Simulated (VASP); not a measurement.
Runs of VASP 6.6.1 on MoS2. It takes space group P6_3/mmc (No. 194, hexagonal). Conventional cell: a = 3.169 Å, b = 3.169 Å, c = 12.324 Å, α = 90.00°, β = 90.00°, γ = 120.00°. Mo (site symmetry -6m2) has 6 S at 2.41 Å as nearest neighbours. S (site symmetry 3m) has 3 Mo at 2.41 Å as nearest neighbours. 

```tsv
task	level	potentials or basis	spin	cell	k mesh	cutoff (eV)	gap on the mesh (eV)	pressure (GPa)	relaxed volume (Å³/atom)
relaxation of cell and atoms	LDA	VASP PAW LDA potentials, release 64 (Mo_sv, S)	off	relaxed	10 × 10 × 3	600	0.77	0.0	17.00
band structure	LDA	VASP PAW LDA potentials, release 64 (Mo_sv, S)	off	as given	10 × 10 × 3	520	0.86	-	-
band structure	PBEsol	VASP PAW PBE potentials, release 64 (Mo_sv, S)	off	as given	10 × 10 × 3	520	0.90	-	-
relaxation of cell and atoms	PBEsol	VASP PAW PBE potentials, release 64 (Mo_sv, S)	off	relaxed	10 × 10 × 3	600	(a)	0.0	(b)
```

Alike in all rows: smearing fermi-dirac 0.05 eV.

Fill in the values left out.

(a) 1.02; (b) 17.88.

Caveats: an odd mesh through Γ misses points on the zone boundary, where band edges often lie (some runs); the PAW data sets were made with another functional, which shifts forces and pressure a little (some runs); this functional lacks dispersion, which binds the layers, so the pressure and a relaxed spacing across them are unreliable (some runs).

A k mesh can miss the band edges, and the runs leave out spin-orbit coupling on Mo.

Runs at the PBE level aren't shown here.
